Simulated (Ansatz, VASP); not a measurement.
# Pt: VASP beside Ansatz

```
CELL_PARAMETERS angstrom
0.00000 1.96090 1.96090
1.96090 0.00000 1.96090
1.96090 1.96090 0.00000
ATOMIC_POSITIONS crystal
Pt 0.00000 0.00000 0.00000
```

Alike in both runs: task single point; functional PBE; k mesh 12 × 12 × 12; occupations fermi-dirac, width 0.05 eV; no spin polarisation.

|  | VASP | Ansatz |
| --- | --- | --- |
| version | VASP 6.6.1 | Ansatz 0.2.0 |
| potentials or method | VASP PAW PBE potentials, release 64 (Pt) | Ansatz PAW soft_1 |
| plane-wave cutoff (eV) | 520 | 420 |
| valence electrons in the cell | 10 | 18 |

```csv
,VASP,Ansatz,Ansatz less VASP
gap on the k mesh at the Fermi level (eV),none,none,-
pressure (GPa),9.7,10.2,+0.49
```

A gap of «none» marks a metal or a gap that the smearing closes. The two sets of potentials don't hold the same shells in valence.

Spin-orbit coupling is left out, which matters for the levels of Pt.
